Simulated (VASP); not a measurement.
# TaN (Fm-3m) in VASP: a series of runs, part 2 of 2

VASP 6.6.1. Earlier steps stand in the parts before.

**4. Single point, PBEsol+U, collinear spin, zero start**

The input, INCAR:

```
SYSTEM = TaN
PREC = Accurate ; ENCUT = 520
EDIFF = 1E-7 ; ISMEAR = 0
SIGMA = 0.05 ; LREAL = .FALSE.
LASPH = .TRUE. ; NELM = 100
ALGO = Normal ; ISIF = 2
LWAVE = .FALSE. ; LCHARG = .FALSE.
ISPIN = 2 ; MAGMOM = 0 0
LORBIT = 11 ; LMAXMIX = 4
LDAU = .TRUE. ; LDAUTYPE = 2
LDAUL = 2 -1 ; LDAUU = 6 0
LDAUJ = 0 0 ; LDAUPRINT = 1
GGA = PS
```

The input, KPOINTS:

```
Automatic mesh
0
G
  7 7 7
  0 0 0
```

The input, POSCAR:

```
TaN
1.0
    0.0000000000      2.1790013100      2.1790013100
    2.1790013100      0.0000000000      2.1790013100
    2.1790013100      2.1790013100      0.0000000000
Ta N
1 1
Direct
    0.5000000000      0.5000000000      0.5000000000
    0.0000000000      0.0000000000      0.0000000000
```

Potentials or basis: VASP PAW PBE potentials, release 64 (Ta_pv, N).

Run with:

```console
> cat potpaw_PBE.64/Ta_pv/POTCAR potpaw_PBE.64/N/POTCAR > POTCAR
> mpirun -np 1 vasp_std > vasp.out
```

OUTCAR:

```text
SYSTEM = TaN
   PREC = Accurate
   ENCUT = 520
   EDIFF = 1E-7
   ISMEAR = 0
   LREAL = .FALSE.
   LASPH = .TRUE.
   NELM = 100
   ISIF = 2
   ISPIN = 2
   LORBIT = 11
   GGA = PS

 ion  position               nearest neighbor table
   1  0.500  0.500  0.500-   2 2.18   2 2.18   2 2.18   2 2.18   2 2.18   2 2.18
   2  0.000  0.000  0.000-   1 2.18   1 2.18   1 2.18   1 2.18   1 2.18   1 2.18

  LATTYP: Found a face centered cubic cell.
 ALAT       =     4.3580026200

  Lattice vectors:

 A1 = (   0.0000000000,   2.1790013100,   2.1790013100)
 A2 = (   2.1790013100,   0.0000000000,   2.1790013100)
 A3 = (   2.1790013100,   2.1790013100,   0.0000000000)

Analysis of symmetry for initial positions (statically):
=====================================================================
 Subroutine PRICEL returns:
 Original cell was already a primitive cell.

 Routine SETGRP: Setting up the symmetry group for a
 face centered cubic supercell.

 Subroutine GETGRP returns: Found 48 space group operations
 (whereof 48 operations were pure point group operations)
 out of a pool of 48 trial point group operations.

The static configuration has the point symmetry O_h .

Analysis of symmetry for dynamics (positions and initial velocities):
=====================================================================
 Subroutine PRICEL returns:
 Original cell was already a primitive cell.

 Routine SETGRP: Setting up the symmetry group for a
 face centered cubic supercell.

 Subroutine GETGRP returns: Found 48 space group operations
 (whereof 48 operations were pure point group operations)
 out of a pool of 48 trial point group operations.

The dynamic configuration has the point symmetry O_h .

Analysis of structural, dynamic, and magnetic symmetry:
=====================================================================
 Subroutine PRICEL returns:
 Original cell was already a primitive cell.

 Routine SETGRP: Setting up the symmetry group for a
 face centered cubic supercell.

[... 496 lines left out ...]
      5       2.1443      1.00000
      6       3.1261      1.00000
      7       3.4774      1.00000
      8       9.4483      1.00000
      9      11.1359      0.00000
     10      14.1084      0.00000
     11      15.2942      0.00000
     12      15.7664      0.00000
 Fermi energy:        10.5640269604

 spin component 2

 k-point     1 :       0.0000    0.0000    0.0000
  band No.  band energies     occupation
      1     -26.5135      1.00000
      2     -26.5135      1.00000
      3     -26.5135      1.00000
      4      -9.0507      1.00000
      5       6.2285      1.00000
      6       6.2285      1.00000
      7       6.2285      1.00000
      8       8.3586      1.00000
      9       8.3586      1.00000
     10       8.3586      1.00000
     11      10.9936      0.00000
     12      11.6477      0.00000
[... 271 lines left out ...]
 k-point    20 :      -0.2857    0.4286    0.1429
  band No.  band energies     occupation
      1     -27.0884      1.00000
      2     -27.0577      1.00000
      3     -26.7829      1.00000
      4      -6.6958      1.00000
      5       2.1443      1.00000
      6       3.1261      1.00000
      7       3.4774      1.00000
      8       9.4483      1.00000
      9      11.1359      0.00000
     10      14.1084      0.00000
     11      15.2942      0.00000
     12      15.7664      0.00000

------------------------ aborting loop because EDIFF is reached ----------------------------------------

  FORCE on cell =-STRESS in cart. coord.  units (eV):
  Direction    XX          YY          ZZ          XY          YZ          ZX
  --------------------------------------------------------------------------------------
  -------------------------------------------------------------------------------------
  Total        3.2750590      3.2750590      3.2750590      0.0000000      0.0000000     -0.0000000
  in kB      253.5871505    253.5871505    253.5871505      0.0000000      0.0000000     -0.0000000
  external PRESSURE =     253.5871505 kB  Pullay stress =       0.0000000 kB

 VOLUME and BASIS-vectors are now :
 -----------------------------------------------------------------------------
  energy-cutoff  :      520.00
  volume of cell :       20.69
      direct lattice vectors                 reciprocal lattice vectors
     0.000000000  2.179001310  2.179001310    -0.229462918  0.229462918  0.229462918
     2.179001310  0.000000000  2.179001310     0.229462918 -0.229462918  0.229462918
     2.179001310  2.179001310  0.000000000     0.229462918  0.229462918 -0.229462918

 POSITION                                       TOTAL-FORCE (eV/Angst)
 -----------------------------------------------------------------------------------
      2.17900      2.17900      2.17900        -0.000000     -0.000000      0.000000
      0.00000      0.00000      0.00000         0.000000      0.000000     -0.000000
 -----------------------------------------------------------------------------------
    total drift:                                0.000000     -0.000000     -0.000000

  FREE ENERGIE OF THE ION-ELECTRON SYSTEM (eV)
  ---------------------------------------------------
  free  energy   TOTEN  =       -17.7341636999 eV

  energy  without entropy=      -17.7334704333  energy(sigma->0) =      -17.73381707

 total charge

# of ion       s       p       d       tot
------------------------------------------
    1        0.302   6.260   2.271   8.833
    2        1.224   2.592   0.000   3.816
--------------------------------------------------
tot          1.525   8.852   2.271  12.649

 magnetization (x)

# of ion       s       p       d       tot
------------------------------------------
    1        0.000   0.000   0.000   0.000
    2       -0.000  -0.000   0.000  -0.000
--------------------------------------------------
tot         -0.000  -0.000   0.000   0.000
```

Wall time 9.6 s (1 thread of Intel Xeon Platinum 8259CL at 2.50GHz (Skylake/Cascade Lake), shared host); peak memory 0.15 GiB.

What came out:

- Free energy: -17.7342 eV
- Pressure: 25.4 GPa
- Band gap on the k mesh: none (metal or under the smearing width)
- Net moment: 0.00 μB per cell
- Valence electrons inside the program's atomic spheres: Ta 8.83; N 3.82

Levels at points of the mesh, in eV from the Fermi level:
Spin up:
| k point | band 6 | band 7 | band 8 | band 9 | band 10 | band 11 |
| --- | --- | --- | --- | --- | --- | --- |
| (0.00, 0.00, 0.00) | -4.34 | -4.34 | -2.21 | -2.21 | -2.21 | 0.43 |
Spin down:
| k point | band 6 | band 7 | band 8 | band 9 | band 10 | band 11 |
| --- | --- | --- | --- | --- | --- | --- |
| (0.00, 0.00, 0.00) | -4.34 | -4.34 | -2.21 | -2.21 | -2.21 | 0.43 |

Eigenvalues of the final occupation matrices:
```csv
site,spin,trace,eigenvalues
site 1 d,1,1.16,0.20 0.20 0.26 0.26 0.26
site 1 d,2,1.16,0.20 0.20 0.26 0.26 0.26
```

Caveat: the PAW data sets were made with another functional, which shifts forces and pressure a little. The run has no spin-orbit coupling, so splittings on Ta are missing.

**5. Single point, PBEsol+U, collinear spin, random start**

The input, INCAR:

```
SYSTEM = TaN
PREC = Accurate
ENCUT = 520
EDIFF = 1E-7
ISMEAR = 0
SIGMA = 0.05
LREAL = .False.
LASPH = .True.
NELM = 100
ALGO = Normal
ISIF = 2
LWAVE = .False.
LCHARG = .False.
ISPIN = 2
MAGMOM = -0.24 0
LORBIT = 11
LMAXMIX = 4
LDAU = .True.
LDAUTYPE = 2
LDAUL = 2 -1
LDAUU = 6 0
LDAUJ = 0 0
LDAUPRINT = 1
GGA = PS
```

The input, KPOINTS:

```
Automatic mesh
0
Gamma
  7 7 7
  0 0 0
```

POSCAR is that of step 4.

Run with:

```console
> cat potpaw_PBE.64/Ta_pv/POTCAR potpaw_PBE.64/N/POTCAR > POTCAR
> mpirun -np 1 vasp_std > vasp.out
```

Run time: 11 s. Hardware: 1 thread of Intel Xeon Platinum 8259CL at 2.50GHz (Skylake/Cascade Lake), shared host; peak memory 0.15 GiB.

Results (log left out):

```
Free energy                                           : -17.7342 eV
Pressure                                              : 25.4 GPa
Band gap on the k mesh                                : none (metal or under the smearing width)
Net moment                                            : 0.00 μB per cell
Valence electrons inside the program's atomic spheres : Ta 8.83; N 3.82
```

Levels at points of the mesh, in eV from the Fermi level:
Spin up:
```tsv
k point	band 6	band 7	band 8	band 9	band 10	band 11
(0.00, 0.00, 0.00)	-4.34	-4.34	-2.21	-2.21	-2.21	0.43
```
Spin down:
| k point | band 4 | band 5 | band 6 | band 7 | band 8 | band 9 | band 10 | band 11 | band 12 |
| --- | --- | --- | --- | --- | --- | --- | --- | --- | --- |
| (0.00, 0.00, 0.00) | -19.61 | -4.34 | -4.34 | -4.34 | -2.21 | -2.21 | -2.21 | 0.43 | 1.08 |

Eigenvalues of the final occupation matrices:
```csv
site,spin,trace,eigenvalues
site 1 d,1,1.16,0.20 0.20 0.26 0.26 0.26
site 1 d,2,1.16,0.20 0.20 0.26 0.26 0.26
```

Caveat: the PAW data sets were made with another functional, which shifts forces and pressure a little. The run has no spin-orbit coupling, so splittings on Ta are missing.

**6. The reference run**

An earlier run on the cell as given: functional PBE; potentials or basis VASP PAW PBE potentials, release 64 (Ta_pv, N); cutoff 520 eV; k mesh 10 × 10 × 10; occupations fermi-dirac, width 0.05 eV; no spin polarisation.

* Pressure: 15.4 GPa
* Band gap on the k mesh: none (metal or under the smearing width)

**7. Summary**

```tsv
level	spin	U	k mesh	smearing	gap on the mesh (eV)	pressure (GPa)	moment (μB)
PBEsol+U	collinear, ferromagnetic start	Ta d U = 6 eV	7 × 7 × 7	gaussian 0.05 eV	none	25.4	0.00
PBEsol+U	collinear, zero start	Ta d U = 6 eV	7 × 7 × 7	gaussian 0.05 eV	none	25.4	0.00
PBEsol+U	collinear, random start	Ta d U = 6 eV	7 × 7 × 7	gaussian 0.05 eV	none	25.4	0.00
PBE	off	-	10 × 10 × 10	fermi-dirac 0.05 eV	none	15.4	-
```

Alike in all rows: task single point; potentials or basis VASP PAW PBE potentials, release 64 (Ta_pv, N); cell as given; cutoff (eV) 520.

Every run on the cell as given and a fine mesh finds a metal. The pressure there spans 15.4 GPa (PBE) to 25.4 GPa (PBEsol+U); a positive pressure means that this level wants a larger cell, a negative one a smaller.

Caveats: the PAW data sets were made with another functional, which shifts forces and pressure a little (some runs); so large a pressure means that the cell lies far from this level's equilibrium, or that cutoff or potentials fall short (some runs).

Total energies depend on the potentials used, so only differences within one code and one set of settings carry meaning.
